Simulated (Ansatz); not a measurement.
Crystal: FeO (Wuestite).

```
Fe O
1.0
     0.00000    2.15540    2.15540
     2.15540    0.00000    2.15540
     2.15540    2.15540    0.00000
Fe O
1 1
Direct
  0.00000 0.00000 0.00000
  0.50000 0.50000 0.50000
```

| Property | Result |
| --- | --- |
| Program | Ansatz 0.2.0 |
| Task | relaxation of cell and atoms |
| Functional | BLYP |
| Potentials or basis | Ansatz PAW |
| Cutoff | 420 eV (not typed: the program's choice for these potentials) |
| k mesh | 8 × 8 × 8 |
| Occupations | fermi-dirac, width 0.05 eV |
| Spin | collinear spin, ferromagnetic start |
| Starting moments | [3.0, 0.0] μB |

At the start: volume 10.01 Å³/atom.

**Question.** Where does the relaxation end?

**Answer.** It ends after 7 steps and the volume is 10.39 Å³/atom (+3.8 %); space group Fm-3m (No. 225, to 0.05 Å); moment 4.00 μB per cell.

Step by step:
```
step  energy change (eV)  largest force (eV/Å)  volume (Å³)
   1              0.0000                0.0000        20.03
   2             -0.0109                0.0000        20.49
   3             -0.0116                0.0000        20.74
   4             -0.0116                0.0000        20.75
   5             -0.0159                0.0000        20.75
   6             -0.0157                0.0000        20.79
   7             -0.0160                0.0000        20.79
```

Final structure:
```yaml
crystal:
  lattice:
    - [0.00000, 2.18241, 2.18241]
    - [2.18241, 0.00000, 2.18241]
    - [2.18241, 2.18241, 0.00000]
  atoms:
    - { symbol: Fe, position: [0.00000, 0.00000, 0.00000] }
    - { symbol: O, position: [0.50000, 0.50000, 0.50000] }
```

Caveat: the plane-wave basis is chosen anew once the cell has moved, so the energies of steps on either side of that aren't comparable; the pressure holds a Pulay correction of +0.8 GPa for the finite cutoff; a cell with one magnetic atom can't hold antiferromagnetic order, which such compounds often take; the PAW data sets come from PBE, with cores solved anew for the run's functional, which leaves a small shift of forces and pressure.
